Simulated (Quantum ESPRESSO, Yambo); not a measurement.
**A GW run on CdSe (F-43m) in Yambo, with inputs changed**

A base run on CdSe (F-43m), then changed inputs.

Main program and level: Yambo 5.3.0; PBE and many-body steps on it, plane waves.

### Step 1. Starting point

Symmetry: F-43m, No. 216, cubic system. Conventional cell: a = 6.141 Å, b = 6.141 Å, c = 6.141 Å, α = 90.00°, β = 90.00°, γ = 90.00°. Nearest to Cd lie 4 Se at 2.66 Å. Se has 4 Cd at 2.66 Å nearest. Farther neighbours and most contacts between anions are not listed.

As a file:

```cif
data_structure
_symmetry_space_group_name_H-M 'P 1'
_symmetry_Int_Tables_number 1
_cell_length_a 4.3420
_cell_length_b 4.3420
_cell_length_c 4.3420
_cell_angle_alpha 60.000
_cell_angle_beta 60.000
_cell_angle_gamma 60.000
_cell_volume 57.88
loop_
_atom_site_label
_atom_site_type_symbol
_atom_site_fract_x
_atom_site_fract_y
_atom_site_fract_z
_atom_site_occupancy
Cd1 Cd 0.00000 0.00000 0.00000 1
Se2 Se 0.75000 0.75000 0.75000 1
```

The cell and positions are those that the Materials Project relaxed with its own functionals (PBE, PBE+U or r2SCAN), kept fixed.

### Step 2. Base

This step: Yambo 5.3.0; G0W0 on PBE, plane waves, norm-conserving pseudopotentials.

G0W0 replaces the xc potential by the self-energy, built once from these orbitals. Only a window of levels is corrected, while the sums run over the empty bands that the input names.

The input, gw2.in:

```
HF_and_locXC
gw0
dyson
ppa
em1d
rim_cut
RandQpts= 1000000
RandGvec= 1 RL
EXXRLvcs= 94 Ry
VXCRLvcs= 376 Ry
Chimod= "HARTREE"
% BndsRnXp
 1 | 169 |
%
NGsBlkXp= 10.5 Ry
% LongDrXp
 1 | 1 | 1 |
%
% GbndRnge
 1 | 169 |
%
DysSolver= "n"
ExtendOut
PPAPntXp= 27.21138 eV
% QPkrange
 1 | 1 | 17 | 20 |
%
```

On the command line:

```
OMP_NUM_THREADS=1 mpirun -n 4 yambo -F gw2.in -J gw2 -C gw2 > gw2.log
```

Log:

```text
 Yambo, version 5.3.0

 [02] CORE Variables Setup
 =========================

  [... cell, symmetries and grids as in the set-up ...]

  [02.05] Energies & Occupations
  ==============================

  [X] === General ===
  [X] Electronic Temperature                        :  0.000000  0.000000 [eV K]
  [X] Bosonic    Temperature                        :  0.000000  0.000000 [eV K]
  [X] Finite Temperature mode                       : no
  [X] El. density                                   :  0.62193E+24 [cm-3]
  [X] Fermi Level                                   :  7.361628 [eV]

  [X] === Gaps and Widths ===
  [X] Conduction Band Min                           :  0.547474 [eV]
  [X] Valence Band Max                              :  0.000000 [eV]
  [X] Filled Bands                                  :  18
  [X] Empty Bands                                   :    19   389
  [X] Direct Gap                                    :  0.547474 [eV]
  [X] Direct Gap localized at k                     :  1
  [X] Indirect Gap                                  :  0.547474 [eV]
  [X] Indirect Gap between kpts                     :  1  1
  [X] Last valence band width                       :  2.085577 [eV]
  [X] 1st conduction band width                     :  4.363902 [eV]

 [03] Transferred momenta grid and indexing
 ==========================================

 IBZ Q-points                                      :   8
 BZ  Q-points                                      :   64

 K/Q-points units:
 rlu = crystal or reduced units; cc = cartesian coordinates; iku = interal k-units

 Q [1]          [rlu]:  0.000000  0.000000  0.000000
 Q [2]          [rlu]: -0.74024E-17  0.64753E-17  0.25000
 Q [3]          [rlu]:  0.14805E-16 -0.12951E-16 -0.50000
 Q [4]          [rlu]: -0.67816E-17  0.25000      0.25000
 Q [5]          [rlu]: -0.13780E-16  0.25000      0.50000
 Q [6]          [rlu]: -0.12951E-16  0.25000     -0.25000
 Q [7]          [rlu]:  0.13563E-16 -0.50000     -0.50000
 Q [8]          [rlu]:  0.250000 -0.500000 -0.250000

 [04] Coloumb potential Random Integration (RIM)
 ===============================================

  [04.01] RIM initialization
  ==========================

  * Diagonal components only detected *

  8 x (sBL volume)        :  0.079377 [a.u.]
  sBZ random points       :  1000000
  Points outside the sBZ  :   7999624
  RL volume               :  0.635013 [a.u.]
  Integrated volume       :  0.635043 [a.u.]

  [04.02] RIM integrals
  =====================

  Gamma point sphere radius             :  0.077956 [a.u.]
  Points outside the sphere             :   799635
  [Int_sBZ(q=0) 1/q^2]*(Vol_sBZ)^(-1/3) =:  7.763403
                                 should be <:  7.795600

  Summary of Coulomb integrals for non-metallic bands |Q|[au] RIM/Bare

  Q [1] 0.100000E-4 0.995870 * Q [2] 0.234463 1.065611
  Q [4] 0.270735 1.063960 * Q [6] 0.382877 1.025542
  Q [5] 0.448963 1.019403 * Q [3] 0.468927 1.016307
  Q [7] 0.541470 1.013019 * Q [8] 0.605382 1.010006

 [WARNING] [Xp] User bands 1-169 break level degeneracy

 [05] Dipoles
 ============

  [05.01] Setup: observables and procedures
  =========================================

 [06] Dynamic Dielectric Matrix (PPA)
 ====================================

 [WR./gw2//ndb.pp]---------------------------------------------------------------
  Brillouin Zone Q/K grids (IBZ/BZ)                :    8   64    8   64
  RL vectors                                       :   7239 [WF]
  Coulomb cutoff potential                         : none
  Electronic Temperature                           :  0.000000 [K]
  Bosonic    Temperature                           :  0.000000 [K]
  PPA    diel. fun.  energies                      : Perdew, Burke & Ernzerhof(X)+Perdew, Burke & Ernzerhof(C)
  wavefunctions                                    : Perdew, Burke & Ernzerhof(X)+Perdew, Burke & Ernzerhof(C)
  Global Gauge                                     : length
  X matrix size                                    :  229
  X band range                                     :    1  169
  X e/h energy range                               : -1.000000 -1.000000 [eV]
  X Time ordering                                  : R
  X Hxc Kernel                                     : HARTREE
  X Drude frequency                                :  0.000000  0.000000
  X poles                                          :  100.0000 [o/o]
  RL vectors in the sum                            :   7239
  [r,Vnl] included                                 : yes
  Field direction                                  :  0.577350E-5  0.577350E-5  0.577350E-5
  BZ energy Double Grid                            : no
  BZ energy DbGd points                            : 0
  BZ Q point size factor                           : -1.000000
  X Optical Averaged directions                    : none

 [07] Local Exchange-Correlation + Non-Local Fock
 ================================================

 [VXC] Plane waves :   47855
 [EXS] Plane waves :   6081

 QP @ state[ 1 ] K range:  1  1
 QP @ state[ 1 ] b range:  17  20

 [xc] Functional : Perdew, Burke & Ernzerhof(X)+Perdew, Burke & Ernzerhof(C)
 [xc] LIBXC used to calculate xc functional
  PP Number of Atomic Species                      :  2
  NLCC RL compoments                               :   47855
  PP Number of Atomic Species                      :  2
  NLCC RL compoments                               :   47855

 [xc] E_xc :  -27.04176 [Ha]
      E_xc :  -54.08352 [Ry]

  Local XC kind (lXC) : Perdew, Burke & Ernzerhof(X)+Perdew, Burke & Ernzerhof(C)
  Non-Local XC kind (nlXC) : Hartree-Fock

  Corrections @ K [1] :  [eV]
 <17|nlXC|17> = -18.87319 -0.84714E-17 <17|lXC|17> = -15.31662  0.18882E-15
 <18|nlXC|18> = -18.87316  0.11312E-16 <18|lXC|18> = -15.31662  0.37781E-15
 <19|nlXC|19> = -8.130874  0.72937E-17 <19|lXC|19> = -11.48236  0.94441E-16
 <20|nlXC|20> = -5.557951  0.27281E-18 <20|lXC|20> = -10.19486 -0.59005E-16

 [08] Dyson equation: Newton solver
 ==================================

  [08.01] G0W0 (W PPA)
  ====================

  [  GW  ] Bands range     :    1  169
  [GW/PPA] G damping       :  0.100000 [eV]

  QP @ state[ 1 ] K range:  1  1
  QP @ state[ 1 ] b range:  17  20

   Sc/G bands                                       :    1  169
   Sc/G damping                                     :  0.100000 ev
   Sc bands terminator                              : no
   Sx RL components                                 :   6081

   QP @ state[ 1 ] K range                          :  1  1
   QP @ state[ 1 ] b range                          :  17  20
   GF energies kind                                 : Perdew, Burke & Ernzerhof(X)+Perdew, Burke & Ernzerhof(C)
   GF WF`s kind                                     : Perdew, Burke & Ernzerhof(X)+Perdew, Burke & Ernzerhof(C)
   Xs energies kind                                 : Perdew, Burke & Ernzerhof(X)+Perdew, Burke & Ernzerhof(C)
   Xs WF`s kind                                     : Perdew, Burke & Ernzerhof(X)+Perdew, Burke & Ernzerhof(C)

 [11] Game Over & Game summary
```

It took 6 min on 4 MPI ranks of Arm Neoverse N1, shared host; peak memory 2.1 GiB.

Numbers from this step:

```
G0W0 gap on the points computed              : 1.709 eV
starting gap on the mesh                     : 0.5475 eV
k of the valence top                         : 0, 0, 0
k of the conduction bottom                   : 0, 0, 0
least direct G0W0 gap on the computed points : 1.709 eV
Z at the valence top                         : 0.7911
Z at the conduction bottom                   : 0.8118
```

The gap on the mesh goes from 0.55 eV to 1.71 eV, a correction of +1.16 eV.

### Step 3. More G vectors in the random integration

gw7.in, as its differences from gw2.in of step 2:

```diff
@@ -7,3 +7,3 @@
 RandQpts= 1000000
-RandGvec= 1 RL
+RandGvec= 59 RL
 EXXRLvcs= 94 Ry
@@ -27 +27,2 @@
 %
+QpgFull
```

On the command line:

```
OMP_NUM_THREADS=1 mpirun -n 4 yambo -F gw7.in -J gw7,gw2_W -C gw7 > gw7.log
```

Log:

```text
 Yambo, version 5.3.0

 [02] CORE Variables Setup
 =========================

  [... cell, symmetries and grids as in the set-up ...]

  [02.05] Energies & Occupations
  ==============================

  [X] === General ===
  [X] Electronic Temperature                        :  0.000000  0.000000 [eV K]
  [X] Bosonic    Temperature                        :  0.000000  0.000000 [eV K]
  [X] Finite Temperature mode                       : no
  [X] El. density                                   :  0.62193E+24 [cm-3]
  [X] Fermi Level                                   :  7.361628 [eV]

  [X] === Gaps and Widths ===
  [X] Conduction Band Min                           :  0.547474 [eV]
  [X] Valence Band Max                              :  0.000000 [eV]
  [X] Filled Bands                                  :  18
  [X] Empty Bands                                   :    19   389
  [X] Direct Gap                                    :  0.547474 [eV]
  [X] Direct Gap localized at k                     :  1
  [X] Indirect Gap                                  :  0.547474 [eV]
  [X] Indirect Gap between kpts                     :  1  1
  [X] Last valence band width                       :  2.085577 [eV]
  [X] 1st conduction band width                     :  4.363902 [eV]

 [03] Transferred momenta grid and indexing
 ==========================================

 IBZ Q-points                                      :   8
 BZ  Q-points                                      :   64

 K/Q-points units:
 rlu = crystal or reduced units; cc = cartesian coordinates; iku = interal k-units

 Q [1]          [rlu]:  0.000000  0.000000  0.000000
 Q [2]          [rlu]: -0.74024E-17  0.64753E-17  0.25000
 Q [3]          [rlu]:  0.14805E-16 -0.12951E-16 -0.50000
[...]
Q [7]          [rlu]:  0.13563E-16 -0.50000     -0.50000
 Q [8]          [rlu]:  0.250000 -0.500000 -0.250000

 [04] Coloumb potential Random Integration (RIM)
 ===============================================

  [04.01] RIM initialization
  ==========================

  8 x (sBL volume)        :  0.079377 [a.u.]
  sBZ random points       :  1000000
  Points outside the sBZ  :   7999624
  RL volume               :  0.635013 [a.u.]
  Integrated volume       :  0.635043 [a.u.]

  [04.02] RIM integrals
  =====================

  Gamma point sphere radius             :  0.077956 [a.u.]
  Points outside the sphere             :   799635
  [Int_sBZ(q=0) 1/q^2]*(Vol_sBZ)^(-1/3) =:  7.763403
                                 should be <:  7.795600

  Summary of Coulomb integrals for non-metallic bands |Q|[au] RIM/Bare

  Q [1] 0.100000E-4 0.995870 * Q [2] 0.234463 1.065611
  Q [4] 0.270735 1.063960 * Q [6] 0.382877 1.025542
  Q [5] 0.448963 1.019403 * Q [3] 0.468927 1.016307
  Q [7] 0.541470 1.013019 * Q [8] 0.605382 1.010006

 [WARNING] [Xp] User bands 1-169 break level degeneracy

 [05] Dipoles
 ============

  [05.01] Setup: observables and procedures
  =========================================

 [06] Dynamic Dielectric Matrix (PPA)
 ====================================

   Sc/G bands                                       :    1  169
   Sc/G damping                                     :  0.100000 ev
   Sc bands terminator                              : no
   Sx RL components                                 :   6081

   QP @ state[ 1 ] K range                          :  1  1
   QP @ state[ 1 ] b range                          :  17  20
   GF energies kind                                 : Perdew, Burke & Ernzerhof(X)+Perdew, Burke & Ernzerhof(C)
   GF WF`s kind                                     : Perdew, Burke & Ernzerhof(X)+Perdew, Burke & Ernzerhof(C)
   Xs energies kind                                 : Perdew, Burke & Ernzerhof(X)+Perdew, Burke & Ernzerhof(C)
   Xs WF`s kind                                     : Perdew, Burke & Ernzerhof(X)+Perdew, Burke & Ernzerhof(C)

 [11] Game Over & Game summary
```

Wall time 3.2 min (4 MPI ranks); peak memory 2 GiB.

This step gave:

```yaml
g0w0_gap_on_the_points_computed: 1.718 eV
starting_gap_on_the_mesh: 0.5475 eV
k_of_the_valence_top: 0, 0, 0
k_of_the_conduction_bottom: 0, 0, 0
least_direct_g0w0_gap_on_the_computed_points: 1.718 eV
z_at_the_valence_top: 0.7908
z_at_the_conduction_bottom: 0.8116
```

Against G0W0 in Yambo (4×4×4 mesh, 169 bands, screening to 142.9 eV, Godby-Needs plasmon pole), the gap moves by +0.009 eV.

### Step 4. The runs together

Times are wall times on 4 MPI ranks of Arm Neoverse N1, shared host, good to a factor of about two.

| run | mesh | bands | screening cutoff (eV) | DFT gap (eV) | gap on the mesh (eV) | direct (eV) | time |
| --- | --- | --- | --- | --- | --- | --- | --- |
| base | 4×4×4 | 169 | 142.9 | 0.547 | 1.709 | 1.709 | 6 min |
| more G vectors in the random integration | 4×4×4 | 169 | 142.9 | 0.547 | 1.718 | 1.718 | 3.2 min |

### Step 5. What came out

```
base                                     : 1.709 eV
more G vectors in the random integration : 1.718 eV
known limits                             : not at the basis limit; exchange with frozen shells missing; no spin-orbit coupling; coarse k mesh
```

More G vectors in the random integration: +0.009 eV against base (keys changed: RandGvec and QpgFull; the shift is their joint effect). Bands and cutoff are finite, so the gap is not at the basis limit. The miss can reach some tenths of an eV and take either sign; the mesh is an error of its own. In the G0W0 runs levels were corrected at 1 k point alone, so a gap called «on the mesh» is the least over those, and an edge elsewhere would be missed. The 4×4×4 mesh is coarse for this cell, which bears on the long-range parts of exchange and screening. The norm-conserving file of at least one element keeps a d shell over frozen s and p shells of the same row. Exchange with those shells is missing from the self-energy, an error of 0.3 to 0.9 eV in cases checked, whose sign depends on which edge lies on those atoms. The many-body steps are scalar-relativistic: spin-orbit coupling is not in them.

[Paths, hosts, dates, memory and timing lines, banners, echoed tables and standing remarks are left out of the program output.]

[Logs are printed without paths, hosts, clocks, repeated set-up lines and the standing remarks that a program may print on its own settings, such as how far it seeks lower states.]

[Runs of the session that timed out or met a known fault of the program may be left out.]

[Hosts, paths, dates, database ids (printed as entryN), source tags and the programs' standing remarks are cut or masked in the printed files.]
